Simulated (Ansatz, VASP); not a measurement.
GaAs in VASP and in Ansatz

POSCAR

```
GaAs
1.0
    0.0000000000      2.8265000000      2.8265000000
    2.8265000000      0.0000000000      2.8265000000
    2.8265000000      2.8265000000      0.0000000000
Ga As
1 1
Direct
    0.0000000000      0.0000000000      0.0000000000
    0.2500000000      0.2500000000      0.2500000000
```

Contents of INCAR.step1:

```
  ALGO = Normal
  EDIFF = 1E-4
  ENCUT = 520
  GGA = PE
  GGA_COMPAT = False
  ISMEAR = 0
  LASPH = True
  LCHARG = False
  LREAL = False
  LSORBIT = True
  LWAVE = True
  MAGMOM = 0 0 0 0 0 0
  NBANDS = 30
  NELM = 150
  PREC = Accurate
  SIGMA = 0.01
```

INCAR.step2

```
  ALGO = Normal
  EDIFF = 1E-6
  ENCUT = 520
  GGA_COMPAT = False
  ISIF = 2
  ISMEAR = 0
  ISTART = 1
  LASPH = True
  LCHARG = False
  LMIXTAU = True
  LORBIT = 11
  LORBMOM = True
  LREAL = False
  LSORBIT = True
  LWAVE = False
  MAGMOM = 0 0 0 0 0 0
  METAGGA = R2SCAN
  NBANDS = 30
  NELM = 150
  PREC = Accurate
  SIGMA = 0.01
```

The input KPOINTS:

```
k-points
0
Gamma
  8 8 8
```

Input for Ansatz:

```yaml
crystal:
  lattice:
    - [0.0, 2.8265, 2.8265]
    - [2.8265, 0.0, 2.8265]
    - [2.8265, 2.8265, 0.0]
  atoms:
    - { symbol: Ga, position: [0.0, 0.0, 0.0] }
    - { symbol: As, position: [0.25, 0.25, 0.25] }
scf:
  occupations: { method: gaussian, width: 0.01 }
  n_extra_bands: 8
output:
  eigenvalues: true
  eigenstates:
    kpoints: [[0, 0, 0], [0.5, 0.5, 0.5], [0.5, 0.5, 0]]
    e_range: [-5, 5]
  write_density: true
  write_potential: true
  elf: true
  volumetric_format: npy
hamiltonian:
  xc: r2scan
  pseudopotentials: { kind: paw_fr }
kpoints:
  mp_grid: { grid: [8, 8, 8] }
magnetization:
  noncollinear: true
  spin_orbit: true
```

Alike in both runs: task single point; functional r2SCAN; k mesh 8 × 8 × 8; occupations gaussian, width 0.01 eV; non-collinear spin, spin-orbit coupling.

|  | VASP | Ansatz |
| --- | --- | --- |
| version | VASP 6.6.1 | Ansatz 0.2.0 |
| potentials or method | VASP PAW PBE potentials, release 64 (Ga_d, As) | plane waves, PAW |
| plane-wave cutoff (eV) | 520 | 500 |
| valence electrons in the cell | 18 | 28 |

|  | VASP | Ansatz | Ansatz less VASP |
| --- | --- | --- | --- |
| gap on the k mesh at the Fermi level (eV) | 0.89 | 0.91 | +0.022 |
| least direct gap on the mesh (eV) | 0.89 | 0.91 | +0.022 |
| net moment per atom (μB) | 0.00 | 0.00 | 0.000 |

With one functional, cell and mesh, what is left measures potentials, basis and numerics. The two sets of potentials don't hold the same shells in valence.
